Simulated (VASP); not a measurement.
# TiAl3 (Pm-3m) in VASP: further runs, part 2 of 2

VASP 6.6.1.

### Step 5. Single point, PBE

This run uses another cell than the first one, of 15.47 Å³/atom, 0.982 times its volume.

INCAR reads:

```
SYSTEM = TiAl3
ALGO = Fast
EDIFF = 1E-7
ENCUT = 520
GGA = PE
ISIF = 2
ISMEAR = 0
LASPH = .TRUE.
LCHARG = .TRUE.
LELF = .TRUE.
LREAL = .FALSE.
LVHAR = .TRUE.
LWAVE = .FALSE.
NBANDS = 18
NELM = 100
PREC = Accurate
SIGMA = 0.1
```

KPOINTS reads:

```
k-points
0
G
  4 4 4
  0 0 0
```

POSCAR reads:

```
TiAl3
1.0
    3.9556712500      0.0000000000      0.0000000000
    0.0000000000      3.9556712500      0.0000000000
    0.0000000000      0.0000000000      3.9556712500
Ti Al
1 3
Direct
    0.0000000000      0.0000000000      0.0000000000
    0.5000000000      0.5000000000      0.0000000000
    0.5000000000      0.0000000000      0.5000000000
    0.0000000000      0.5000000000      0.5000000000
```

Potentials or basis: VASP PAW PBE potentials, release 64 (Ti_sv, Al).

Launch:

```
$ cat potpaw_PBE.64/Ti_sv/POTCAR potpaw_PBE.64/Al/POTCAR > POTCAR
$ mpirun -np 1 vasp_std > vasp.out
```

OUTCAR:

```text
SYSTEM = TiAl3
   EDIFF = 1E-7
   ENCUT = 520
   GGA = PE
   ISIF = 2
   ISMEAR = 0
   LASPH = .TRUE.
   LREAL = .FALSE.
   NELM = 100
   PREC = Accurate

 ion  position               nearest neighbor table
   1  0.000  0.000  0.000-   2 2.80   3 2.80   4 2.80   3 2.80   4 2.80   2 2.80   4 2.80   4 2.80
                             2 2.80   3 2.80   3 2.80   2 2.80
   2  0.500  0.500  0.000-   1 2.80   3 2.80   4 2.80   3 2.80   4 2.80   1 2.80   3 2.80   3 2.80
                             1 2.80   4 2.80   4 2.80   1 2.80
   3  0.500  0.000  0.500-   1 2.80   2 2.80   4 2.80   1 2.80   2 2.80   2 2.80   4 2.80   2 2.80
                             1 2.80   4 2.80   1 2.80   4 2.80
   4  0.000  0.500  0.500-   1 2.80   2 2.80   3 2.80   1 2.80   2 2.80   1 2.80   3 2.80   1 2.80
                             2 2.80   3 2.80   2 2.80   3 2.80

  LATTYP: Found a simple cubic cell.
 ALAT       =     3.9556712500

  Lattice vectors:

 A1 = (   3.9556712500,   0.0000000000,   0.0000000000)
 A2 = (   0.0000000000,   3.9556712500,   0.0000000000)
 A3 = (   0.0000000000,   0.0000000000,   3.9556712500)

Analysis of symmetry for initial positions (statically):
=====================================================================
 Subroutine PRICEL returns:
 Original cell was already a primitive cell.

 Routine SETGRP: Setting up the symmetry group for a
 simple cubic supercell.

 Subroutine GETGRP returns: Found 48 space group operations
 (whereof 48 operations were pure point group operations)
 out of a pool of 48 trial point group operations.

The static configuration has the point symmetry O_h .

Analysis of symmetry for dynamics (positions and initial velocities):
=====================================================================
 Subroutine PRICEL returns:
 Original cell was already a primitive cell.

 Routine SETGRP: Setting up the symmetry group for a
 simple cubic supercell.

 Subroutine GETGRP returns: Found 48 space group operations
 (whereof 48 operations were pure point group operations)
 out of a pool of 48 trial point group operations.

The dynamic configuration has the point symmetry O_h .

 Subroutine INISYM returns: Found 48 space group operations
 (whereof 48 operations are pure point group operations),
 and found     1 'primitive' translations

----------------------------------------------------------------------------------------

                                     Primitive cell

  volume of cell :      61.8957

  direct lattice vectors                    reciprocal lattice vectors
     3.955671250  0.000000000  0.000000000     0.252801595  0.000000000  0.000000000
     0.000000000  3.955671250  0.000000000     0.000000000  0.252801595  0.000000000
     0.000000000  0.000000000  3.955671250     0.000000000  0.000000000  0.252801595

  length of vectors
     3.955671250  3.955671250  3.955671250     0.252801595  0.252801595  0.252801595

  position of ions in fractional coordinates (direct lattice)
     0.000000000  0.000000000  0.000000000
     0.500000000  0.500000000  0.000000000
     0.500000000  0.000000000  0.500000000
     0.000000000  0.500000000  0.500000000

[... 35 lines left out ...]
  0.000000  0.000000  0.000000      1.000000
  0.250000  0.000000  0.000000      6.000000
  0.500000  0.000000  0.000000      3.000000
  0.250000  0.250000  0.000000     12.000000
  0.500000  0.250000  0.000000     12.000000
  0.500000  0.500000  0.000000      3.000000
  0.250000  0.250000  0.250000      8.000000
  0.500000  0.250000  0.250000     12.000000
  0.500000  0.500000  0.250000      6.000000
  0.500000  0.500000  0.500000      1.000000
   k-points           NKPTS =     10   k-points in BZ     NKDIM =     10   number of bands    NBANDS=     18
   number of dos      NEDOS =    301   number of ions     NIONS =      4
   total plane-waves  NPLWV =  27000
   dimension x,y,z NGX =    30 NGY =   30 NGZ =   30
   dimension x,y,z NGXF=    60 NGYF=   60 NGZF=   60
   ions per type =               1   3
   NGX,Y,Z   is equivalent  to a cutoff of  12.61, 12.61, 12.61 a.u.
   NGXF,Y,Z  is equivalent  to a cutoff of  25.22, 25.22, 25.22 a.u.
 SYSTEM =  TiAl3
   PREC   = accura    normal or accurate (medium, high low for compatibility)
   ISTART =      0    job   : 0-new  1-cont  2-samecut
   ICHARG =      2    charge: 1-file 2-atom 10-const
   ISPIN  =      1    spin polarized calculation?
   LNONCOLLINEAR =      F non collinear calculations
   LSORBIT =      F    spin-orbit coupling
   LASPH  =      T    aspherical Exc in radial PAW
   ENCUT  =  520.0 eV  38.22 Ry    6.18 a.u.   7.35  7.35  7.35*2*pi/ulx,y,z
   NELM   =    100;   NELMIN=  2; NELMDL= -5     # of ELM steps
   EDIFF  = 0.1E-06   stopping-criterion for ELM
   LREAL  =      F    real-space projection
   EDIFFG = 0.1E-05   stopping-criterion for IOM
   NSW    =      0    number of steps for IOM
   IBRION =     -1    ionic relax: 0-MD 1-quasi-New 2-CG
   NFREE  =      0    steps in history (QN), initial steepest desc. (CG)
   ISIF   =      2    stress and relaxation
   ISYM   =      2    0-nonsym 1-usesym 2-fastsym
   POTIM  = 0.5000    time-step for ionic-motion
   TEBEG  =    0.0;   TEEND  =   0.0 temperature during run
   PSTRESS=    0.0 pullay stress
   NELECT =      21.0000    total number of electrons
   NUPDOWN=      -1.0000    fix difference up-down
   EMIN   =  10.00;   EMAX   =-10.00  energy-range for DOS
   EFERMI =   0.00;   METHOD = LEGACY
   ISMEAR =     0;   SIGMA  =   0.10  broadening in eV -4-tet -1-fermi 0-gaus
   EFERMI_NEDOS =   21; number of points for ismear=-14 and -15
   IALGO  =     68    algorithm
   IMIX   =      4    mixing-type and parameters
     AMIX     =   0.40;   BMIX     =  1.00
     AMIX_MAG =   1.60;   BMIX_MAG =  1.00
  volume/ion in A,a.u.               =      15.47       104.42
  Fermi-wavevector in a.u.,A,eV,Ry     =   1.141811  2.157711 17.738371  1.303733
  Thomas-Fermi vector in A             =   2.278511
   LORBIT       =      0    0 simple, 1 ext, 2 COOP (PROOUT), +10 PAW based schemes
   GGA     = PE    functional components
   LHFCALC =     F    Hartree Fock is set to
   AEXX    =    0.0000 exact exchange contribution
   IVDW    =     0    specifies the selected vdW correction
   LEPSILON=     F    determine dielectric tensor
   LRPA    =     F    only Hartree local field effects (RPA)
 non-spin polarized calculation
 RMM-DIIS sequential band-by-band and
 Gauss-broadening in eV      SIGMA  =   0.10
  energy-cutoff  :      520.00
  volume of cell :       61.90
 maximum number of plane-waves:      1743
 NGX is ok and might be reduce to    30
   NGX = 15   NGY = 15   NGZ = 15

 number of electron      20.9999997 magnetization

 Free energy of the ion-electron system (eV)
  ---------------------------------------------------
  ext. energy  EPLUGINS =         0.00000000
  ---------------------------------------------------
  free energy    TOTEN  =       -20.58056166 eV

  energy without entropy =      -20.56955646  energy(sigma->0) =      -20.57505906

 E-fermi :   9.2996     XC(G=0): -10.8299

 val. band max:        9.2745126009   @ k =   0.0000   0.0000   0.0000
 cond. band min:       9.3291584838   @ k =   0.5000   0.5000   0.5000
 fundamental gap:      0.0546458829
 Fermi energy:         9.2995746195

 k-point     1 :       0.0000    0.0000    0.0000
  band No.  band energies     occupation
      1     -47.8325      2.00000
      2     -24.1355      2.00000
      3     -24.1355      2.00000
      4     -24.1355      2.00000
      5      -1.7144      2.00000
      6       6.0249      2.00000
[... 187 lines left out ...]
      5       3.9534      2.00000
      6       3.9534      2.00000
[... 10 lines left out ...]
     17      11.9011      0.00000
     18      20.7291      0.00000

------------------------ aborting loop because EDIFF is reached ----------------------------------------

  FORCE on cell =-STRESS in cart. coord.  units (eV):
  Direction    XX          YY          ZZ          XY          YZ          ZX
  --------------------------------------------------------------------------------------
  -------------------------------------------------------------------------------------
  Total        0.8051182      0.8051182      0.8051182      0.0000000     -0.0000000      0.0000000
  in kB       20.8405725     20.8405725     20.8405725      0.0000000     -0.0000000      0.0000000
  external PRESSURE =      20.8405725 kB  Pullay stress =       0.0000000 kB

 VOLUME and BASIS-vectors are now :
 -----------------------------------------------------------------------------
  energy-cutoff  :      520.00
  volume of cell :       61.90
      direct lattice vectors                 reciprocal lattice vectors
     3.955671250  0.000000000  0.000000000     0.252801595  0.000000000  0.000000000
     0.000000000  3.955671250  0.000000000     0.000000000  0.252801595  0.000000000
     0.000000000  0.000000000  3.955671250     0.000000000  0.000000000  0.252801595

 POSITION                                       TOTAL-FORCE (eV/Angst)
 -----------------------------------------------------------------------------------
      0.00000      0.00000      0.00000         0.000000      0.000000      0.000000
      1.97784      1.97784      0.00000         0.000000      0.000000      0.000000
      1.97784      0.00000      1.97784         0.000000      0.000000      0.000000
      0.00000      1.97784      1.97784         0.000000      0.000000      0.000000
 -----------------------------------------------------------------------------------
    total drift:                                0.000000     -0.000000      0.000000

  FREE ENERGIE OF THE ION-ELECTRON SYSTEM (eV)
  ---------------------------------------------------
  free  energy   TOTEN  =       -20.5805616615 eV

  energy  without entropy=      -20.5695564616  energy(sigma->0) =      -20.57505906
```

OSZICAR:

```text
N       E                     dE             d eps       ncg     rms          rms(c)
DAV:   1     0.113621792213E+03    0.11362E+03   -0.91649E+03   360   0.108E+03
DAV:   2    -0.139500489050E+02   -0.12757E+03   -0.12424E+03   362   0.276E+02
DAV:   3    -0.223788998548E+02   -0.84289E+01   -0.81374E+01   570   0.649E+01
[... 22 lines left out ...]
RMM:  26    -0.205805611766E+02   -0.31072E-06   -0.34739E-06   263   0.347E-03    0.763E-04
RMM:  27    -0.205805613452E+02   -0.16865E-06   -0.20384E-06   244   0.292E-03    0.151E-04
RMM:  28    -0.205805614962E+02   -0.15101E-06   -0.16938E-06   217   0.248E-03    0.273E-04
RMM:  29    -0.205805615902E+02   -0.93931E-07   -0.11909E-06   214   0.217E-03    0.156E-04
RMM:  30    -0.205805616615E+02   -0.71328E-07   -0.88944E-07   205   0.183E-03
   1 F= -.20580562E+02 E0= -.20575059E+02  d E =-.110052E-01
```

Run time: 13 s. Hardware: 1 thread of Intel Xeon 6975P-C (Granite Rapids), shared host; peak memory 0.16 GiB.

Results:

| Property | Result |
| --- | --- |
| Free energy | -20.5806 eV |
| Pressure | 2.1 GPa |
| Band gap on the k mesh | none (metal or under the smearing width) |

Levels at points of the mesh, in eV from the Fermi level:
```csv
k point,band 8,band 9,band 10,band 11,band 12,band 13
"(0.00, 0.00, 0.00)",-2.36,-2.36,-2.36,-0.03,-0.03,-0.03
"(0.50, 0.00, 0.00)",-2.45,-2.36,0.22,0.55,0.55,0.79
"(0.50, 0.50, 0.00)",-5.23,-1.44,-1.44,0.45,0.72,0.91
"(0.50, 0.50, 0.50)",-5.18,-3.70,-3.70,-3.70,0.03,1.05
```

Caveat: the k mesh is coarse (spacing up to 0.40 Å⁻¹), so the values aren't converged.

### Step 6. The runs side by side

```tsv
task	cell	k mesh	cutoff (eV)	mesh quality	gap on the mesh (eV)	pressure (GPa)
single point	Pm-3m, 15.76 Å³/atom	10 × 10 × 10	520	not flagged	none	-0.1
relaxation of cell and atoms	relaxed	10 × 10 × 10	600	not flagged	none	0.0
single point	Pm-3m, 14.81 Å³/atom	10 × 10 × 10	520	not flagged	none	7.4
single point	Pm-3m, 15.47 Å³/atom	4 × 4 × 4	520	coarse	none	2.1
```

Alike in all rows: level PBE; potentials or basis VASP PAW PBE potentials, release 64 (Ti_sv, Al); no spin polarisation; smearing gaussian 0.1 eV.

Caveats: some runs use coarse meshes.

Absolute energies hang on the potentials; compare differences alone.
